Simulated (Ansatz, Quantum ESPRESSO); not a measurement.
## Ag and the pressure, program beside program

The cell as given:

```yaml
crystal:
  lattice:
    - [-1.65565, 1.65565, 1.65565]
    - [1.65565, -1.65565, 1.65565]
    - [1.65565, 1.65565, -1.65565]
  atoms:
    - { symbol: Ag, position: [0.00000, 0.00000, 0.00000] }
```

This isn't the form of Ag at room conditions, which is fcc.

Kept alike: task relaxation of cell and atoms; functional PBEsol; k mesh 11 × 11 × 11; occupations fermi-dirac, width 0.05 eV; no spin polarisation. The mesh is that of the run's cell of 1 atom. No spin-orbit coupling.

- A: Ansatz, Ansatz PAW, made for PBE, cutoff 420 eV
- B: Quantum ESPRESSO, GBRV 1.5 PBEsol, cutoff 871 eV

| pressure (GPa) | A: volume (Å³/atom) | B: volume (Å³/atom) |
| --- | --- | --- |
| 0 | 16.787 | 16.551 |
| 2 | 16.518 | 16.305 |
| 5 | 16.147 | 15.977 |
| 10 | 15.638 | 15.509 |

Values on potentials made for another functional: all of A. Values hold for each row's relaxed cell, which stops near the pressure aimed at. Ansatz's stress holds its Pulay term. The runs follow the start's structure, whether or not it is the stable one at these pressures. For a metal such a mesh leaves the last digits unconverged.

Question: How large is the effect of the pressure, and do the programs agree on it?

Answer: From 0 to 10 GPa the volume moves by -1.149 in A, -1.042 in B (Å³/atom). Row by row the programs differ by 0.129 to 0.236, and over this span the shifts, as printed, agree within about 9 %.
